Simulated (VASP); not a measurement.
**A VASP 6.6.1 single-point calculation on WS2**

INCAR

```
EDIFF = 1E-7
ISMEAR = 0
LREAL = Auto
NBANDS = 20
PREC = Accurate
LASPH = .TRUE.
GGA = CA
IBRION = -1
LCHARG = .FALSE.
LWAVE = .FALSE.
ENCUT = 520
ISIF = 2
NSW = 0
NELM = 95
SIGMA = 0.1
```

KPOINTS

```
KPOINTS created by Atomic Simulation Environment
0
Gamma
12 12 4
0 0 0
```

POSCAR

```
W  S
 1.0000000000000000
     3.2287643908896588    0.0000000000000000    0.0000000000000000
    -1.6143821954448294    2.7961919853450339   -0.0000000000000000
     0.0000000000000000   -0.0000000000000000    5.9936453114130721
 W   S
   1   2
Cartesian
 -0.0000000000000000  0.0000000000000000 -0.0000000000000000
  0.0000000000000001  1.8641279902300221  1.5384683658988785
  1.6143821954448292  0.9320639951150110  4.4551769455141939
```

The recommended LDA PAW datasets give the neutral cell 26 valence electrons.

Command

```
mpirun -np 1 vasp_std
```

Task: How does this run end, and what does it give?

Result: It converged. Results: gap between bands v and c on the k mesh -1.36 eV (bands overlap: a metal); least direct gap on the k mesh 0.00 eV; pressure -4.6 GPa; largest force 0.09 eV/Å. Band v is the last that the valence electrons fill when counted band by band, and c is the next.

OSZICAR

```
N       E                     dE             d eps       ncg     rms          rms(c)
DAV:   1     0.192950272780E+03    0.19295E+03   -0.13012E+04  2760   0.129E+03
DAV:   2    -0.169438619106E+02   -0.20989E+03   -0.20361E+03  3320   0.338E+02
DAV:   3    -0.266840574950E+02   -0.97402E+01   -0.96252E+01  3456   0.685E+01
DAV:   4    -0.268247748622E+02   -0.14072E+00   -0.14049E+00  3312   0.884E+00
DAV:   5    -0.268272164130E+02   -0.24416E-02   -0.24413E-02  3424   0.121E+00    0.254E+01
DAV:   6    -0.255906947858E+02    0.12365E+01   -0.85727E+00  2996   0.178E+01    0.106E+01
DAV:   7    -0.254183234591E+02    0.17237E+00   -0.22826E+00  2920   0.798E+00    0.588E+00
DAV:   8    -0.253340327575E+02    0.84291E-01   -0.40981E-01  3128   0.384E+00    0.111E+00
DAV:   9    -0.253330178095E+02    0.10149E-02   -0.13674E-02  3240   0.822E-01    0.416E-01
DAV:  10    -0.253325715205E+02    0.44629E-03   -0.36772E-03  3208   0.424E-01    0.598E-02
DAV:  11    -0.253325445291E+02    0.26991E-04   -0.68977E-04  3112   0.168E-01    0.600E-02
DAV:  12    -0.253325362480E+02    0.82811E-05   -0.48658E-05  3204   0.503E-02    0.212E-02
DAV:  13    -0.253325374051E+02   -0.11571E-05   -0.43620E-06  3228   0.152E-02    0.110E-02
DAV:  14    -0.253325372818E+02    0.12329E-06   -0.16980E-06  3172   0.750E-03    0.421E-03
DAV:  15    -0.253325372474E+02    0.34378E-07   -0.17706E-07  1872   0.321E-03
   1 F= -.25332537E+02 E0= -.25329724E+02  d E =-.562703E-02
```

For comparison, a separate LDA run of the intended cell, on usual settings and not on those above, gives a gap of -1.36 eV on its mesh and a pressure of -4.6 GPa.
